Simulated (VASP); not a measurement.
# Cd in VASP: further runs

One sheet, Cd, is run at these levels: PBE; tasks: single point.

All numbers are computed with VASP 6.6.1; they aren't measurements. Logs are shortened: lines on timing, memory, paths and dates and some standing lists are left out, and cuts for length are marked.

## (1) The structure

The cell holds a sheet with vacuum, 1 atom: a = 2.938 Å, b = 2.943 Å, c = 23.800 Å, α = 90.00°, β = 90.00°, γ = 90.00°.

The cell was built by a generator and needn't be a form met in nature.

## (2) Single point, PBE

INCAR

```
PREC     = Accurate       # precision mode
ENCUT    = 520            # plane-wave cutoff, eV
EDIFF    = 1E-6           # SCF threshold, eV
ISMEAR   = 0              # smearing method
SIGMA    = 0.1            # smearing width, eV
LREAL    = False          # projectors in reciprocal space
LASPH    = True           # aspherical terms in the spheres
NELM     = 100            # most SCF steps
ALGO     = Fast           # electronic algorithm
ISIF     = 2              # what is computed and relaxed
LWAVE    = False          # write WAVECAR
LCHARG   = False          # write CHGCAR
LDIPOL   = True         
IDIPOL   = 3            
DIPOL    = 0.5 0.5 0.294
GGA      = PE             # functional
NBANDS   = 12             # bands
```

KPOINTS

```
regular mesh
0
Gamma
  20 16 1
```

POSCAR

```
Cd
1.0
    2.9382361633      0.0000000000      0.0000000000
    0.0000000000      2.9431432246      0.0000000000
    0.0000000000      0.0000000000     23.8000000000
Cd
1
Direct
    0.0000000000      0.0000000000      0.2941176471
```

Potentials or basis: VASP PAW PBE potentials, release 64 (Cd).

Run with:

```bash
cat potpaw_PBE.64/Cd/POTCAR > POTCAR
mpirun -np 1 vasp_std > vasp.out
```

OUTCAR:

```text
PREC = Accurate
   ENCUT = 520
   EDIFF = 1E-6
   ISMEAR = 0
   LREAL = False
   LASPH = True
   NELM = 100
   ISIF = 2
   GGA = PE

 ion  position               nearest neighbor table
   1  0.000  0.000  0.294-

  LATTYP: Found a simple orthorhombic cell.
 ALAT       =     2.9382361633
 B/A-ratio  =     1.0016700704
 C/A-ratio  =     8.1000977039

  Lattice vectors:

 A1 = (   2.9382361633,   0.0000000000,   0.0000000000)
 A2 = (   0.0000000000,   2.9431432246,   0.0000000000)
 A3 = (   0.0000000000,   0.0000000000,  23.8000000000)

Analysis of symmetry for initial positions (statically):
=====================================================================
 Subroutine PRICEL returns:
 Original cell was already a primitive cell.

 Routine SETGRP: Setting up the symmetry group for a
 simple orthorhombic supercell.

 Subroutine GETGRP returns: Found  8 space group operations
 (whereof  4 operations were pure point group operations)
 out of a pool of  8 trial point group operations.

The static configuration has the point symmetry C_2v.
 The point group associated with its full space group is D_2h.

Analysis of symmetry for dynamics (positions and initial velocities):
=====================================================================
 Subroutine PRICEL returns:
 Original cell was already a primitive cell.

 Routine SETGRP: Setting up the symmetry group for a
 simple orthorhombic supercell.

 Subroutine GETGRP returns: Found  8 space group operations
 (whereof  4 operations were pure point group operations)
 out of a pool of  8 trial point group operations.

The dynamic configuration has the point symmetry C_2v.
 The point group associated with its full space group is D_2h.

 Subroutine INISYM returns: Found  8 space group operations
 (whereof  4 operations are pure point group operations),
 and found     1 'primitive' translations

----------------------------------------------------------------------------------------

                                     Primitive cell

  volume of cell :     205.8141

  direct lattice vectors                    reciprocal lattice vectors
     2.938236163  0.000000000  0.000000000     0.340340240  0.000000000  0.000000000
     0.000000000  2.943143225  0.000000000     0.000000000  0.339772795  0.000000000
     0.000000000  0.000000000 23.800000000     0.000000000  0.000000000  0.042016807

  length of vectors
     2.938236163  2.943143225 23.800000000     0.340340240  0.339772795  0.042016807

  position of ions in fractional coordinates (direct lattice)
     0.000000000  0.000000000  0.294117647

  ion indices of the primitive-cell ions
   primitive index   ion index
                 1           1

----------------------------------------------------------------------------------------

 KPOINTS: regular mesh

Automatic generation of k-mesh.
 Grid dimensions read from file:
 generate k-points for:   20   16    1

 Generating k-lattice:

  Cartesian coordinates                     Fractional coordinates (reciprocal lattice)
     0.017017012  0.000000000  0.000000000     0.050000000  0.000000000  0.000000000
     0.000000000  0.021235800  0.000000000     0.000000000  0.062500000  0.000000000
     0.000000000  0.000000000  0.042016807     0.000000000  0.000000000  1.000000000

  Length of vectors
     0.017017012  0.021235800  0.042016807

  Shift w.r.t. Gamma in fractional coordinates (k-lattice)
     0.000000000  0.000000000  0.000000000

 Subroutine IBZKPT returns following result:
 ===========================================

 Found     99 irreducible k-points:

 Following reciprocal coordinates:
            Coordinates               Weight
  0.000000  0.000000  0.000000      1.000000
  0.050000  0.000000  0.000000      2.000000
  0.100000  0.000000  0.000000      2.000000
  0.150000  0.000000  0.000000      2.000000
  0.200000  0.000000  0.000000      2.000000
  0.250000  0.000000  0.000000      2.000000
[... 16 lines left out ...]
  0.000000  0.125000  0.000000      2.000000
  0.050000  0.125000  0.000000      4.000000
 [... further k-points ...]
   k-points           NKPTS =     99   k-points in BZ     NKDIM =     99   number of bands    NBANDS=     12
   number of dos      NEDOS =    301   number of ions     NIONS =      1
   total plane-waves  NPLWV = 103680
   dimension x,y,z NGX =    24 NGY =   24 NGZ =  180
   dimension x,y,z NGXF=    48 NGYF=   48 NGZF=  360
   ions per type =               1
   NGX,Y,Z   is equivalent  to a cutoff of  13.58, 13.56, 12.57 a.u.
   NGXF,Y,Z  is equivalent  to a cutoff of  27.16, 27.11, 25.15 a.u.
 SYSTEM =  unknown system
   PREC   = accura    normal or accurate (medium, high low for compatibility)
   ISTART =      0    job   : 0-new  1-cont  2-samecut
   ICHARG =      2    charge: 1-file 2-atom 10-const
   ISPIN  =      1    spin polarized calculation?
   LNONCOLLINEAR =      F non collinear calculations
   LSORBIT =      F    spin-orbit coupling
   LASPH  =      T    aspherical Exc in radial PAW
   ENCUT  =  520.0 eV  38.22 Ry    6.18 a.u.   5.46  5.47 44.25*2*pi/ulx,y,z
   NELM   =    100;   NELMIN=  2; NELMDL= -5     # of ELM steps
   EDIFF  = 0.1E-05   stopping-criterion for ELM
[... 8 lines left out ...]
   TEBEG  =    0.0;   TEEND  =   0.0 temperature during run
   PSTRESS=    0.0 pullay stress
   NELECT =      12.0000    total number of electrons
   NUPDOWN=      -1.0000    fix difference up-down
   EMIN   =  10.00;   EMAX   =-10.00  energy-range for DOS
   EFERMI =   0.00;   METHOD = LEGACY
   ISMEAR =     0;   SIGMA  =   0.10  broadening in eV -4-tet -1-fermi 0-gaus
   EFERMI_NEDOS =   21; number of points for ismear=-14 and -15
   IALGO  =     68    algorithm
   IMIX   =      4    mixing-type and parameters
     AMIX     =   0.40;   BMIX     =  1.00
     AMIX_MAG =   1.60;   BMIX_MAG =  1.00
  volume/ion in A,a.u.               =     205.81      1388.90
  Fermi-wavevector in a.u.,A,eV,Ry     =   0.634810  1.199616  5.482922  0.402983
  Thomas-Fermi vector in A             =   1.698931
   LORBIT       =      0    0 simple, 1 ext, 2 COOP (PROOUT), +10 PAW based schemes
   GGA     = PE    functional components
   LHFCALC =     F    Hartree Fock is set to
   AEXX    =    0.0000 exact exchange contribution
   IVDW    =     0    specifies the selected vdW correction
   LEPSILON=     F    determine dielectric tensor
   LRPA    =     F    only Hartree local field effects (RPA)
 non-spin polarized calculation
 RMM-DIIS sequential band-by-band and
 Gauss-broadening in eV      SIGMA  =   0.10
  energy-cutoff  :      520.00
  volume of cell :      205.81
 maximum number of plane-waves:      5613
 NGX is ok and might be reduce to    24
   NGX = 11   NGY = 11   NGZ = 89

 dipolmoment           0.000000      0.000000     -0.000000 electrons x Angstroem

 number of electron      12.0000002 magnetization

 dipolmoment           0.000000      0.000000      0.000003 electrons x Angstroem

 Free energy of the ion-electron system (eV)
  ---------------------------------------------------
  ext. energy  EPLUGINS =         0.00000000
  ---------------------------------------------------
  free energy    TOTEN  =        -0.34238646 eV

  energy without entropy =       -0.33935934  energy(sigma->0) =       -0.34087290

 E-fermi :  -2.8331     XC(G=0):  -1.8836

 val. band max:       -2.8407573147   @ k =   0.3500   0.4375   0.0000
 cond. band min:      -2.8247465635   @ k =   0.0000   0.1250   0.0000
 fundamental gap:      0.0160107512
 Fermi energy:        -2.8330790121

 k-point     1 :       0.0000    0.0000    0.0000
  band No.  band energies     occupation
      1     -12.4117      2.00000
      2     -12.0773      2.00000
      3     -11.2560      2.00000
      4     -11.2528      2.00000
      5     -10.9883      2.00000
      6      -8.6486      2.00000
      7      -3.1523      1.99999
      8       0.1157      0.00000
      9       0.6515      0.00000
     10       0.8250      0.00000
     11       1.6545      0.00000
     12       1.8977      0.00000

 k-point     2 :       0.0500    0.0000    0.0000
  band No.  band energies     occupation
      1     -12.3949      2.00000
      2     -12.0617      2.00000
      3     -11.2695      2.00000
      4     -11.2547      2.00000
      5     -10.9992      2.00000
      6      -8.6090      2.00000
      7      -3.0989      1.99983
      8       0.1583      0.00000
      9       0.6956      0.00000
     10       0.8683      0.00000
     11       1.6987      0.00000
     12       1.9406      0.00000

 k-point     3 :       0.1000    0.0000    0.0000
  band No.  band energies     occupation
      1     -12.3519      2.00000
      2     -12.0113      2.00000
      3     -11.3175      2.00000
      4     -11.2509      2.00000
      5     -11.0306      2.00000
      6      -8.4881      2.00000
      7      -2.9405      1.87139
      8       0.2861      0.00000
      9       0.8281      0.00000
     10       0.9983      0.00000
     11       1.8313      0.00000
     12       2.0690      0.00000
[... 286 lines left out ...]
 k-point    23 :       0.0000    0.1250    0.0000
  band No.  band energies     occupation
      1     -12.3299      2.00000
      2     -11.9689      2.00000
      3     -11.3534      2.00000
      4     -11.2452      2.00000
      5     -11.0520      2.00000
      6      -8.3960      2.00000
      7      -2.8247      0.90620
      8       0.3812      0.00000
      9       0.9264      0.00000
     10       1.0949      0.00000
     11       1.9297      0.00000
     12       2.1645      0.00000

 k-point    24 :       0.0500    0.1250    0.0000
  band No.  band energies     occupation
      1     -12.3067      2.00000
      2     -11.9604      2.00000
      3     -11.3523      2.00000
      4     -11.2610      2.00000
      5     -11.0645      2.00000
      6      -8.3545      2.00000
      7      -2.7720      0.38739
      8       0.4238      0.00000
      9       0.9706      0.00000
     10       1.1382      0.00000
     11       1.9739      0.00000
     12       2.2074      0.00000

 [... further k-points ...]

------------------------ aborting loop because EDIFF is reached ----------------------------------------

 vacuum level on the upper side and lower side of the slab       (xc-potential included)        -0.007        -0.007

  FORCE on cell =-STRESS in cart. coord.  units (eV):
  Direction    XX          YY          ZZ          XY          YZ          ZX
  --------------------------------------------------------------------------------------
  -------------------------------------------------------------------------------------
  Total        0.0362356      0.0430348     -0.0016345      0.0000000      0.0000000      0.0000000
  in kB        0.2820793      0.3350083     -0.0127241      0.0000000      0.0000000      0.0000000
  external PRESSURE =       0.2014545 kB  Pullay stress =       0.0000000 kB

 VOLUME and BASIS-vectors are now :
 -----------------------------------------------------------------------------
  energy-cutoff  :      520.00
  volume of cell :      205.81
      direct lattice vectors                 reciprocal lattice vectors
     2.938236163  0.000000000  0.000000000     0.340340240  0.000000000  0.000000000
     0.000000000  2.943143225  0.000000000     0.000000000  0.339772795  0.000000000
     0.000000000  0.000000000 23.800000000     0.000000000  0.000000000  0.042016807

 POSITION                                       TOTAL-FORCE (eV/Angst)
 -----------------------------------------------------------------------------------
      0.00000      0.00000      7.00000         0.000000      0.000000      0.000000
 -----------------------------------------------------------------------------------
    total drift:                                0.000000     -0.000000     -0.000003

  FREE ENERGIE OF THE ION-ELECTRON SYSTEM (eV)
  ---------------------------------------------------
  free  energy   TOTEN  =        -0.3423864641 eV

  energy  without entropy=       -0.3393593354  energy(sigma->0) =       -0.34087290

 vacuum level on the upper side and lower side of the slab         0.691         0.692
```

It took 2.5 min on 1 thread of Intel Xeon Platinum 8488C (Sapphire Rapids), shared host; peak memory 0.46 GiB.

What came out:

| Item | Value |
| --- | --- |
| Free energy | -0.3424 eV |
| Band gap on the k mesh | none (metal or under the smearing width) |

Levels at points of the mesh, in eV from the Fermi level:
```
           k point  band 2  band 3  band 4  band 5  band 6  band 7  band 8  band 9  band 10  band 11
(0.00, 0.00, 0.00)   -9.24   -8.42   -8.42   -8.16   -5.82   -0.32    2.95    3.48     3.66     4.49
(0.50, 0.00, 0.00)   -9.03   -8.58   -8.37   -8.33   -1.04   -0.83    3.45    5.74     7.20     7.29
(0.00, 0.50, 0.00)   -9.03   -8.57   -8.37   -8.33   -1.07   -0.84    3.43    5.73     7.19     7.27
(0.50, 0.50, 0.00)   -8.91   -8.91   -8.41   -7.77    2.64    2.66    3.89    6.99     7.26     9.52
```

## (3) Single point, PBE

This run uses another cell than the first one, of 214.10 Å³/atom, 1.040 times its volume.

INCAR

```
ALGO = Fast
DIPOL = 0.5 0.5 0.294
EDIFF = 1E-6
ENCUT = 520
GGA = PE
IDIPOL = 3
ISIF = 2
ISMEAR = 0
LASPH = T
LCHARG = F
LDIPOL = T
LREAL = F
LWAVE = F
NBANDS = 12
NELM = 100
PREC = Accurate
SIGMA = 0.1
```

KPOINTS

```
k-points
0
Gamma
  20 16 1
```

POSCAR

```
Cd
1.0
    2.7382625052      0.0000000000      0.0000000000
    0.0000000000      3.2852922406      0.0000000000
    0.0000000000      0.0000000000     23.8000000000
Cd
1
Direct
    0.0000000000      0.0000000000      0.2941176471
```

Potentials or basis: VASP PAW PBE potentials, release 64 (Cd).

Run with:

```bash
cat potpaw_PBE.64/Cd/POTCAR > POTCAR
mpirun -np 1 vasp_std > vasp.out
```

Run time: 2.6 min. Hardware: 1 thread of Intel Xeon Platinum 8488C (Sapphire Rapids), shared host; peak memory 0.44 GiB.

It converged, with:

| Property | Result |
| --- | --- |
| Free energy | -0.2949 eV |
| Band gap on the k mesh | none (metal or under the smearing width) |

Levels at points of the mesh, in eV from the Fermi level:
| k point | band 4 | band 5 | band 6 | band 7 | band 8 | band 9 |
| --- | --- | --- | --- | --- | --- | --- |
| (0.00, 0.00, 0.00) | -8.30 | -8.17 | -5.67 | -0.26 | 2.90 | 3.42 |
| (0.50, 0.00, 0.00) | -8.53 | -8.12 | -0.37 | 0.24 | 4.35 | 6.34 |
| (0.00, 0.50, 0.00) | -8.31 | -8.28 | -2.45 | -1.04 | 2.43 | 4.98 |
| (0.50, 0.50, 0.00) | -8.50 | -7.79 | 1.97 | 3.37 | 3.69 | 6.89 |
